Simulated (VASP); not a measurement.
# A VASP 6.6.1 single-point calculation on CaF2

INCAR

```
LCHARG = .FALSE.
NELM = 120
LASPH = .TRUE.
PREC = Accurate
NBANDS = 19
NSW = 0
LWAVE = .FALSE.
ISMEAR = -1
SIGMA = 0.02
EDIFF = 1E-7
ISIF = 2
LREAL = .FALSE.
GGA = PE
IBRION = -1
ADDGRID = .TRUE.
ENCUT = 520
```

KPOINTS

```
KPOINTS created by Atomic Simulation Environment
0
Gamma
8 8 8
0 0 0
```

POSCAR

```
Ca F
 1.0000000000000000
     0.0000000000000000    2.7739848333000001    2.7739848333000001
     2.7739848333000001    0.0000000000000000    2.7739848333000001
     2.7739848333000001    2.7739848333000001    0.0000000000000000
 Ca  F
   1   2
Cartesian
  0.0000000000000000  0.0000000000000000  0.0000000000000000
  1.3869924166500001  1.3869924166500001  1.3869924166500001
  4.1609772499500002  4.1609772499500002  4.1609772499500002
```

The recommended PBE PAW datasets give the neutral cell 24 valence electrons.

Command

```
mpirun -np 1 vasp_std
```

OSZICAR

```
N       E                     dE             d eps       ncg     rms          rms(c)
DAV:   1     0.212455441710E+03    0.21246E+03   -0.13386E+04  1102   0.127E+03
DAV:   2    -0.725764558377E+01   -0.21971E+03   -0.21307E+03  1287   0.348E+02
DAV:   3    -0.182729171912E+02   -0.11015E+02   -0.10964E+02  1274   0.823E+01
DAV:   4    -0.186534353753E+02   -0.38052E+00   -0.37959E+00  1735   0.119E+01
DAV:   5    -0.186556674078E+02   -0.22320E-02   -0.22320E-02  1249   0.105E+00    0.804E+00
DAV:   6    -0.173159673633E+02    0.13397E+01   -0.57051E+00  1189   0.160E+01    0.306E+00
DAV:   7    -0.173156830588E+02    0.28430E-03   -0.11918E-01  1317   0.337E+00    0.174E+00
DAV:   8    -0.173356448504E+02   -0.19962E-01   -0.40933E-02  1189   0.218E+00    0.220E-01
DAV:   9    -0.173382298880E+02   -0.25850E-02   -0.76598E-03  1328   0.628E-01    0.133E-01
DAV:  10    -0.173391274040E+02   -0.89752E-03   -0.18572E-03  1160   0.345E-01    0.217E-02
DAV:  11    -0.173391397516E+02   -0.12348E-04   -0.88836E-05  1320   0.816E-02    0.125E-02
DAV:  12    -0.173391432448E+02   -0.34932E-05   -0.15963E-05  1360   0.400E-02    0.345E-03
DAV:  13    -0.173391432185E+02    0.26345E-07   -0.44228E-06  1287   0.175E-02    0.547E-03
DAV:  14    -0.173391429460E+02    0.27245E-06   -0.23859E-06  1180   0.105E-02    0.518E-04
DAV:  15    -0.173391429665E+02   -0.20429E-07   -0.26424E-08   836   0.179E-03
   1 F= -.17339143E+02 E0= -.17339143E+02  d E =-.568249E-11
```

Standard output (part)

```
POSCAR found type information on POSCAR CaF
 POSCAR found :  2 types and       3 ions
 LDA part: xc-table for (Slater+PW92), standard interpolation
 POSCAR, INCAR and KPOINTS ok, starting setup
 WAVECAR not read
 entering main loop
```

From OUTCAR

```
k-points           NKPTS =     29   k-points in BZ     NKDIM =     29   number of bands    NBANDS=     19

   NELECT =      24.0000    total number of electrons

   dimension x,y,z NGX =    30 NGY =   30 NGZ =   30
   dimension x,y,z NGXF=    60 NGYF=   60 NGZF=   60

  energy-cutoff  :      520.00
  volume of cell :       42.69
      direct lattice vectors                 reciprocal lattice vectors
     0.000000000  2.773984833  2.773984833    -0.180246119  0.180246119  0.180246119
     2.773984833  0.000000000  2.773984833     0.180246119 -0.180246119  0.180246119
     2.773984833  2.773984833  0.000000000     0.180246119  0.180246119 -0.180246119

 k-points in reciprocal lattice and weights: KPOINTS created by Atomic Simulation Env
   0.00000000  0.00000000  0.00000000       0.002
   0.12500000  0.00000000  0.00000000       0.016
   0.25000000  0.00000000  0.00000000       0.016
   0.37500000  0.00000000  0.00000000       0.016
   0.50000000  0.00000000  0.00000000       0.008
   0.12500000  0.12500000  0.00000000       0.012
   0.25000000  0.12500000  0.00000000       0.047
   0.37500000  0.12500000  0.00000000       0.047
   ...

 E-fermi :  -0.7855

 k-point     1 :       0.0000    0.0000    0.0000
  band No.  band energies     occupation
      1     -37.4665      2.00000
      2     -21.0330      2.00000
      3     -20.3302      2.00000
      4     -18.4047      2.00000
      5     -18.4047      2.00000
      6     -18.4047      2.00000
      7      -3.1780      2.00000
      8      -3.1780      2.00000
      9      -3.1780      2.00000
     10      -1.4586      2.00000
     11      -1.4586      2.00000
     12      -1.4586      2.00000
     13       5.7939      0.00000
     14       7.7674      0.00000
     15       7.7674      0.00000
     16       9.6495      0.00000
     17       9.6495      0.00000
     18       9.6495      0.00000
     19      15.3451      0.00000

 k-point     2 :       0.1250    0.0000    0.0000
  band No.  band energies     occupation
      1     -37.4628      2.00000
      2     -21.0692      2.00000
      3     -20.3664      2.00000
      4     -18.4097      2.00000
      5     -18.4097      2.00000
      6     -18.3409      2.00000
      7      -3.1132      2.00000
      8      -3.1132      2.00000
      9      -3.0642      2.00000
     10      -1.6300      2.00000
     11      -1.5256      2.00000
     12      -1.5256      2.00000
     13       6.1844      0.00000
     14       7.7956      0.00000
     15       7.7956      0.00000
     16       9.5100      0.00000
     17       9.6142      0.00000
     18       9.6142      0.00000
     19      14.6221      0.00000

 k-point     3 :       0.2500    0.0000    0.0000
  band No.  band energies     occupation
      1     -37.4538      2.00000
      2     -21.1300      2.00000
      3     -20.4800      2.00000
      4     -18.4217      2.00000
      5     -18.4217      2.00000
      6     -18.1814      2.00000
      7      -2.9418      2.00000
      8      -2.9418      2.00000
      9      -2.7943      2.00000
     10      -1.9897      2.00000
     11      -1.6974      2.00000
     12      -1.6974      2.00000
     13       7.0818      0.00000
     14       7.8639      0.00000
     15       7.8639      0.00000
     16       9.2860      0.00000
     17       9.5297      0.00000
     18       9.5297      0.00000
     19      13.3309      0.00000

 ...

  Total       -0.3508545     -0.3508545     -0.3508545      0.0000000      0.0000000      0.0000000
  in kB      -13.1672599    -13.1672599    -13.1672599      0.0000000      0.0000000      0.0000000
  external PRESSURE =     -13.1672599 kB  Pullay stress =       0.0000000 kB

 POSITION                                       TOTAL-FORCE (eV/Angst)
 -----------------------------------------------------------------------------------
      0.00000      0.00000      0.00000         0.000000     -0.000000      0.000000
      1.38699      1.38699      1.38699         0.000000      0.000000     -0.000000
      4.16098      4.16098      4.16098        -0.000000     -0.000000      0.000000
 -----------------------------------------------------------------------------------
    total drift:                                0.000000     -0.000000      0.000000

  FREE ENERGIE OF THE ION-ELECTRON SYSTEM (eV)
  ---------------------------------------------------
  free  energy   TOTEN  =       -17.3391429665 eV

  energy  without entropy=      -17.3391429665  energy(sigma->0) =      -17.33914297
```

It converged. Results: gap between bands v and c on the k mesh 7.00 eV; least direct gap on the k mesh 7.25 eV; pressure -1.3 GPa. Band v is the last that the valence electrons fill when counted band by band, and c is the next.

For comparison, a separate PBE run of the intended cell, on usual settings and not on those above, gives a gap of 7.00 eV on its mesh and a pressure of -1.3 GPa.

The run above took about 37 s on one core of a shared host (Intel Xeon Platinum 8488C) and held 0.27 GiB at most.
